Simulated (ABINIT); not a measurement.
The system is Al2Pt.

```xyz
3
Lattice="0.0000 2.9550 2.9550 2.9550 0.0000 2.9550 2.9550 2.9550 0.0000" Properties=species:S:1:pos:R:3 pbc="T T T"
Pt    0.0000    0.0000    0.0000
Al    4.4325    4.4325    4.4325
Al    1.4775    1.4775    1.4775
```

- Program: ABINIT 10.8.3 (patched build)
- Task: single point
- Functional: PBE
- Potentials or basis: JTH PAW PBE v2.0
- Cutoff: 435 eV
- k mesh: 8 × 8 × 8
- Occupations: fermi-dirac, width 0.05 eV
- Spin: no spin polarisation

On this cell: pressure 2.4 GPa; largest force zero by symmetry; band gap on the k mesh none (metal or under the smearing width).

The same run follows on a disturbed copy (atoms moved at random, drawn with an rms of 0.05 Å):

```
Pt Al
1.0
     0.00000    2.95500    2.95500
     2.95500    0.00000    2.95500
     2.95500    2.95500    0.00000
Pt Al
1 2
Direct
  0.01173 0.98495 0.99436
  0.75402 0.75336 0.74357
  0.25103 0.24881 0.25647
```

Task: What changes?

Result: The energy (extrapolated to zero smearing) moves by +8.1 meV/atom; pressure 2.7 GPa; largest force 0.592 eV/Å; band gap on the k mesh none (metal or under the smearing width).

Forces in eV/Å, atoms in the order of the input:
```
Pt   0.565 -0.079  0.159
Al  -0.171  0.145 -0.167
Al  -0.394 -0.066  0.009
```

Stress tensor (GPa, compression positive):
```
 2.54  0.52 -0.64
 0.52  2.73 -0.68
-0.64 -0.68  2.70
```
